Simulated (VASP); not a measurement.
## Cd: electric field gradients with PBEsol

Cd:

```xyz
2
Lattice="2.9789 0.0000 0.0000 -1.4894 2.5798 0.0000 0.0000 0.0000 5.6177" Properties=species:S:1:pos:R:3 pbc="T T T"
Cd    0.0000    1.7199    1.4044
Cd    1.4894    0.8599    4.2132
```

| Item | Value |
| --- | --- |
| Program | VASP 6.6.1 |
| Task | electric field gradients |
| Functional | PBEsol |
| Potentials or basis | VASP PAW PBE potentials, release 64 (Cd) |
| Cutoff | 300 eV |
| k mesh | 13 × 13 × 6 |
| Occupations | fermi-dirac, width 0.05 eV |
| Spin | no spin polarisation |
| Further INCAR settings | ALGO = Fast; EDIFF = 1e-07 |

| Quantity | Value |
| --- | --- |
| Band gap on the k mesh | none (metal or under the smearing width) |

Levels at points of the mesh, in eV from the Fermi level:
| k point | band 10 | band 11 | band 12 | band 13 | band 14 | band 15 |
| --- | --- | --- | --- | --- | --- | --- |
| (0.00, 0.00, 0.00) | -8.39 | -8.39 | -3.07 | -3.03 | 10.54 | 14.45 |
| (0.00, 0.00, 0.50) | -8.49 | -7.39 | -7.39 | 3.70 | 3.70 | 14.78 |

Electric field gradients, principal values (V/Å²):
| atom | Vxx | Vyy | Vzz |
| --- | --- | --- | --- |
| 1 Cd | -39.710 | -39.711 | 79.421 |
| 2 Cd | -39.710 | -39.711 | 79.421 |

Wall time 19 s on 1 thread of Intel(R) Xeon(R) Platinum 8375C CPU @ 2.90GHz (Ice Lake), on a shared host, peak memory 0.14 GiB.
